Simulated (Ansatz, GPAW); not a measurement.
Given: the input of a run of Ansatz 0.2.0 on Ge. This isn't the form of Ge at room conditions, which is diamond.

File input.yaml:

```yaml
crystal:
  lattice:
    - [1.488052925, -2.59468961, 0.0]
    - [1.488052925, 2.59468961, 0.0]
    - [0.0, 0.0, 4.72759579]
  atoms:
    - { symbol: Ge, position: [0.33344663, 0.66655337, 0.25], spin: 0.5 }
    - { symbol: Ge, position: [0.66655337, 0.33344663, 0.75], spin: -0.25 }
kpoints:
  mp_grid: { grid: [10, 10, 6] }
scf:
  occupations: { method: fermi_dirac, width: 0.05 }
hamiltonian:
  xc: blyp
  pseudopotentials: { kind: all_electron, lapw: { basis_error: 0.001 } }
magnetization:
  spin_polarized: true
output:
  forces: true
  stress: true
  eigenvalues: true
```

Potentials or basis: all-electron LAPW, scalar-relativistic.

The run is started by

```console
$ ansatz run input.yaml --threads 1 --pin off --max-ram 3072MiB --backend cpu --events-out ev --progress --plain --runs-dir out
```

Question: What does the same run look like in GPAW 26.7.0 (ASE script)? Potentials or basis there: PAW data sets generated for this functional, cutoff 600 eV.

Answer: As run (cutoffs and basis follow the program's own potentials, and thresholds, step limits or extra output files can differ):

run.py

```python
from ase import Atoms
from ase.dft.bandgap import bandgap
from ase.io import write
from ase.units import Bohr, GPa
from gpaw import GPAW, PW, setup_paths
from gpaw.elf import elf_from_dft_calculation

setup_paths.insert(0, '.')

atoms = Atoms(['Ge', 'Ge'],
              cell=[[1.488052925, -2.59468961, 0.0],
                    [1.488052925, 2.59468961, 0.0],
                    [0.0, 0.0, 4.72759579]],
              scaled_positions=[[0.33344663, 0.66655337, 0.25],
                                [0.66655337, 0.33344663, 0.75]],
              pbc=True)
atoms.set_initial_magnetic_moments([0.5, -0.25])

calc = GPAW(mode=PW(600),
            xc='BLYP',
            kpts={'size': (10, 10, 6), 'gamma': True},
            occupations={'name': 'fermi-dirac', 'width': 0.05},
            nbands=11,
            convergence={'density': 1e-05, 'energy': 1e-05},
            eigensolver='davidson',
            maxiter=150,
            txt='gpaw.txt')
atoms.calc = calc
energy = atoms.get_potential_energy()
forces = atoms.get_forces()
stress = atoms.get_stress()
calc.write('gs.gpw')
write('result.traj', atoms)
print(f'Energy: {energy:.6f} eV')
print('Forces (eV/A):')
print(forces.round(4))
print('Stress (GPa):', (stress / GPa).round(3))
print('Moments:', calc.get_magnetic_moments().round(3))
print('Fermi level:', round(calc.get_fermi_level(), 4), 'eV')
print(f'Gap: {bandgap(calc)[0]:.4f} eV, direct: {bandgap(calc, direct=True)[0]:.4f} eV')

# fields on the real-space grid
write('density.cube', atoms, data=calc.get_pseudo_density() * Bohr**3)
write('potential.cube', atoms, data=calc.get_electrostatic_potential())
write('spin.cube', atoms, data=(calc.get_pseudo_density(spin=0) - calc.get_pseudo_density(spin=1)) * Bohr**3)
write('elf.cube', atoms, data=elf_from_dft_calculation(calc).data)
```

Potentials or basis: PAW data sets generated in the run's folder for this functional, pw.

Command:

```console
$ gpaw-setup -f BLYP Ge
$ OMP_NUM_THREADS=1 python run.py
```

Both were run:

|  | Ansatz | GPAW |
| --- | --- | --- |
| Pressure | 11.3 GPa | 11.1 GPa |
| Net moment | 0.00 μB per cell | 0.00 μB per cell |

Where Ansatz's input types no cutoff or centring, it takes its own default and a Γ-centred mesh.

The magnetic state is the one that the start led to; the real crystal's order can differ.

The cell lies far from this level's equilibrium.

Pressure is positive in compression.
